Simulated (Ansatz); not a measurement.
**Pt: from a trial structure to a relaxed crystal**

These are results of Ansatz, DFT PBE, scalar-relativistic, plane waves, PAW, not measurements. Cutoff 420 eV, Γ-centred k mesh, Gaussian smearing, no spin polarisation in the final step.

The start is a random cell of Pt with space group P-3m1 (No. 164), drawn with lower limits on the distances.

```yaml
crystal:
  lattice:
    - [3.74402, 0.00000, 0.00000]
    - [-1.87201, 3.24241, 0.00000]
    - [0.00000, 0.00000, 3.25422]
  atoms:
    - { symbol: Pt, position: [0.33333, 0.66667, 0.46235] }
    - { symbol: Pt, position: [0.66667, 0.33333, 0.53765] }
```

Cell and atoms relax at zero pressure; the relaxation can't lower the symmetry of the start. After a coarse first stage the cell is made exact in the group found at 0.06 Å.

Energies count from the standard state of Pt at the same level.

(1) What does it relax into?

(2) What are its volume, energy, density and gap?

Answers

(1) It ends in P6_3/mmc (No. 194). Conventional cell: a = 3.883 Å, c = 2.868 Å. Around Pt lie 6 Pt at 2.66 Å and 2 Pt at 2.87 Å.

```cif
data_structure
_symmetry_space_group_name_H-M 'P6_3/mmc'
_symmetry_Int_Tables_number 194
_cell_length_a 3.8826
_cell_length_b 3.8826
_cell_length_c 2.8675
_cell_angle_alpha 90.000
_cell_angle_beta 90.000
_cell_angle_gamma 120.000
_cell_volume 37.44
loop_
_atom_site_label
_atom_site_type_symbol
_atom_site_symmetry_multiplicity
_atom_site_Wyckoff_symbol
_atom_site_fract_x
_atom_site_fract_y
_atom_site_fract_z
_atom_site_occupancy
Pt1 Pt 2 c 0.33333 0.66667 0.25000 1
```

(2) The volume per atom is 18.72 Å³. The density is 17.31 g/cm³ and the energy over the standard structure is 0.44 eV/atom. The gap on the 18×18×20 mesh is 0 eV (a metal).

The final run used a 18×18×20 mesh on its 2-atom cell and 0.10 eV smearing. For metals, differences of a few meV/atom aren't resolved. Spin–orbit coupling is left out. Symmetry constrained the relaxation, so the result can be a saddle point.